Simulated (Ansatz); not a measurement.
The system is Zn.

```xyz
1
Lattice="0.0000 1.9648 1.9648 1.9648 0.0000 1.9648 1.9648 1.9648 0.0000" Properties=species:S:1:pos:R:3 pbc="T T T"
Zn    0.0000    0.0000    0.0000
```

This isn't the form of Zn at room conditions, which is hcp.

* Program: Ansatz 0.2.0
* Task: relaxation of cell and atoms
* Functional: HSEsol
* Potentials or basis: Ansatz PAW
* Cutoff: 420 eV (not typed: the program's choice for these potentials)
* k mesh: 6 × 6 × 6
* Occupations: fermi-dirac, width 0.05 eV
* Spin: no spin polarisation

At the start: volume 15.17 Å³/atom.

Problem. Where does the relaxation end?

Solution. It ends after 4 steps and the volume is 14.34 Å³/atom (-5.4 %); space group Fm-3m (No. 225, to 0.05 Å).

Step by step:
| step | energy change (eV) | largest force (eV/Å) | volume (Å³) |
| --- | --- | --- | --- |
| 1 | 0.0000 | 0.0000 | 15.17 |
| 2 | -0.0108 | 0.0000 | 14.55 |
| 3 | -0.0117 | 0.0000 | 14.34 |
| 4 | -0.0109 | 0.0000 | 14.34 |

Final structure:
```
CELL_PARAMETERS angstrom
0.00000 1.92844 1.92844
1.92844 0.00000 1.92844
1.92844 1.92844 0.00000
ATOMIC_POSITIONS crystal
Zn 0.00000 0.00000 0.00000
```

Caveat: the k mesh is coarse (spacing up to 0.46 Å⁻¹), so the values aren't converged, least of all with exact exchange; the plane-wave basis is chosen anew once the cell has moved, so the energies of steps on either side of that aren't comparable; the PAW data sets come from PBE, with cores solved anew for the run's functional, which leaves a small shift of forces and pressure.
